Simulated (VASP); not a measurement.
The system is ZnSe.

```xyz
2
Lattice="0.0000 2.8324 2.8324 2.8324 0.0000 2.8324 2.8324 2.8324 0.0000" Properties=species:S:1:pos:R:3 pbc="T T T"
Zn    0.0000    0.0000    0.0000
Se    1.4162    1.4162    1.4162
```

The cell is a database's computed one.

| Item | Value |
| --- | --- |
| Program | VASP 6.6.1 |
| Task | relaxation of cell and atoms |
| Functional | LDA |
| Potentials or basis | VASP PAW LDA potentials, release 64 (Zn, Se) |
| Cutoff | 600 eV |
| k mesh | 8 × 8 × 8 |
| Occupations | gaussian, width 0.02 eV |
| Spin | no spin polarisation |

At the start: pressure -3.0 GPa; volume 22.72 Å³/atom.

**Question.** How do energy, volume and symmetry change on relaxing?

**Answer.** Over 3 steps the energy falls by 10.4 meV/atom and the volume is 21.67 Å³/atom (-4.6 %); space group F-43m (No. 216, to 0.05 Å).

The path:
| step | energy change (eV) | largest force (eV/Å) | pressure (GPa) | volume (Å³) |
| --- | --- | --- | --- | --- |
| 1 | 0.0000 | 0.0000 | -3.04 | 45.45 |
| 2 | -0.0184 | 0.0000 | 1.15 | 42.67 |
| 3 | -0.0208 | 0.0000 | 0.00 | 43.34 |

Final structure:
```cif
data_structure
_symmetry_space_group_name_H-M 'P 1'
_symmetry_Int_Tables_number 1
_cell_length_a 3.9429
_cell_length_b 3.9429
_cell_length_c 3.9429
_cell_angle_alpha 60.000
_cell_angle_beta 60.000
_cell_angle_gamma 60.000
_cell_volume 43.34
loop_
_atom_site_label
_atom_site_type_symbol
_atom_site_fract_x
_atom_site_fract_y
_atom_site_fract_z
_atom_site_occupancy
Zn1 Zn 0.00000 0.00000 0.00000 1
Se1 Se 0.25000 0.25000 0.25000 1
```
